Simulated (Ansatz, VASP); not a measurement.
Two plane-wave programs on Al2O3

```
Al O
1.0
     2.89590    0.00000    0.00000
    -1.44795    2.50792    0.00000
     0.00000    0.00000    7.29626
Al O
2 3
Direct
  0.00000 0.00000 0.19074
  0.00000 0.00000 0.80926
  0.33333 0.66667 0.28409
  0.66667 0.33333 0.00000
  0.33333 0.66667 0.71591
```

Alike in both runs: task single point; functional PBE; dispersion D3(BJ); k mesh 9 × 9 × 4; occupations gaussian, width 0.05 eV; no spin polarisation.

|  | VASP | Ansatz |
| --- | --- | --- |
| version | VASP 6.6.1 | Ansatz 0.2.0 |
| potentials or method | VASP PAW PBE potentials, release 64 (Al, O) | scalar-relativistic, plane waves, PAW |
| plane-wave cutoff (eV) | 520 | 520 |
| valence electrons in the cell | 24 | 24 |

VASP gave:

- gap on the k mesh at the Fermi level (eV): 4.28
- least direct gap on the mesh (eV): 4.38
- pressure (GPa): -4.1
- largest component of the traceless stress (GPa): 2.94
- rms of the force components (eV/Å): 0.125

Q: Estimate Ansatz's values.

A: gap on the k mesh at the Fermi level (eV): 4.30; least direct gap on the mesh (eV): 4.40; pressure (GPa): -4.1; largest component of the traceless stress (GPa): 3.19; rms of the force components (eV/Å): 0.108.

Atom by atom the forces differ by 0.017 eV/Å (rms over components).

Caveats: an odd mesh through Γ misses points on the zone boundary, where band edges often lie. A hybrid or GW would open this gap; PBE tends to underestimate it.
